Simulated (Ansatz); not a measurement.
# CdSe: the cost of one run

Program: Ansatz 0.2.0. Level of theory: DFT PBEsol, scalar-relativistic, plane waves, PAW. These are calculated values, not measurements.

1 further run of the same task is left out (set aside as unsound or not needed).

## Step 1: The starting structure

It takes space group F-43m (No. 216, cubic). The conventional cell has a = 6.083 Å, b = 6.083 Å, c = 6.083 Å, α = 90.00°, β = 90.00°, γ = 90.00°. Cd (site symmetry -43m) is surrounded by 4 Se at 2.63 Å. Around Se (site symmetry -43m) lie 4 Cd at 2.63 Å.

As a file:

```xyz
2
Lattice="0.0000 3.0413 3.0413 3.0413 0.0000 3.0413 3.0413 3.0413 0.0000" Properties=species:S:1:pos:R:3 pbc="T T T"
Cd    0.0000    0.0000    0.0000
Se    4.5620    4.5620    4.5620
```

It goes back to an entry of the Materials Project, which need not be the stable form.

It is the result of an earlier relaxation at this level (volume 28.13 Å³/atom; gap on the mesh: 0.48 eV).

## Step 2: Plan of the line

The energy is mapped over two homogeneous strains; x, y and z are the crystal's own axes (z along the conventional c), which in the input's Cartesian frame point along (1.00, 0.00, 0.00), (0.00, 0.00, -1.00), (0.00, 1.00, 0.00).

- engineering shear strain xz: 7 values from −22.0 to 22.0 %
- normal strain along z: 7 values from −15 to 15 %

Nothing else is relaxed (fractional coordinates fixed). Energies count from the relaxed crystal. Points are written as (first, second).

## Step 3: The run at (0.0 %, −15 %)

The input, input.yaml:

```yaml
crystal:
  lattice:
    - [0.0, 2.5851131655, 3.0413096065]
    - [3.0413096065, 0.0, 3.0413096065]
    - [3.0413096065, 2.5851131655, 0.0]
  atoms:
    - { symbol: Cd, position: [0.0, 0.0, 0.0] }
    - { symbol: Se, position: [0.75, 0.75, 0.75] }
basis:
  ecutwfc: 420
kpoints:
  mp_grid: { grid: [10, 10, 10] }
hamiltonian:
  xc: pbesol
scf:
  occupations: { method: gaussian, width: 0.05 }
output:
  forces: true
  stress: true
  eigenvalues: true
```

The run is started by

```
$ ansatz run input.yaml --threads 1 --pin off --max-ram 2048MiB --backend cpu --events-out ev --progress --plain --runs-dir out
```

Q: Estimate wall time and peak memory on 1 thread of Arm Neoverse V2, shared host.

About 7.9 s, with a peak of 0.39 GiB.
